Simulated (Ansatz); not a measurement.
**C: rigid cleavage**

All numbers below come from Ansatz, DFT r2SCAN, scalar-relativistic, plane waves, PAW. Settings: plane waves to 500 eV, k-mesh 7×24×6 (Γ-centred), Gaussian smearing 0.15 eV. No spin polarisation. Energies are free energies at this smearing, counted from the undisturbed cell; pressure is positive in compression.

The starting cell (relaxed at this level; this form isn't the usual structure):

```
CELL_PARAMETERS angstrom
-1.22798 -2.12692 8.52385
1.22798 -2.12692 0.00000
8.59586 6.38077 0.00000
ATOMIC_POSITIONS crystal
C 0.00000 0.53333 0.96667
C 0.00000 0.13333 0.16667
C 0.00000 0.73333 0.36667
C 0.00000 0.33333 0.56667
C 0.00000 0.93333 0.76667
C 0.00000 0.06667 0.03333
C 0.00000 0.66667 0.23333
C 0.00000 0.26667 0.43333
C 0.00000 0.86667 0.63333
C 0.00000 0.46667 0.83333
```

The cell holds layers and no dispersion correction was added, so their binding is poorly described.

The cut lies on the cell's a–b face, a (1 0 1) plane (indices in the standard cell, whose axes needn't be the Cartesian ones shown) of area 21.58 Å², between layers 0.69 Å apart. Vector c is lengthened by d along the normal with the atoms' Cartesian places fixed: one unrelaxed cut a cell. The cell is metallic on the mesh throughout.

```csv
d (Å),energy (J/m²),traction dE/dd (GPa)
0.00,0.00,0.0
0.50,2.87,92.2
1.00,6.83,55.9
2.00,7.37,-3.5
3.00,7.24,-0.2
```

Cost: 5 runs of about 29 core-minutes in all, on Intel Xeon Platinum 8488C (Sapphire Rapids) (shared hosts).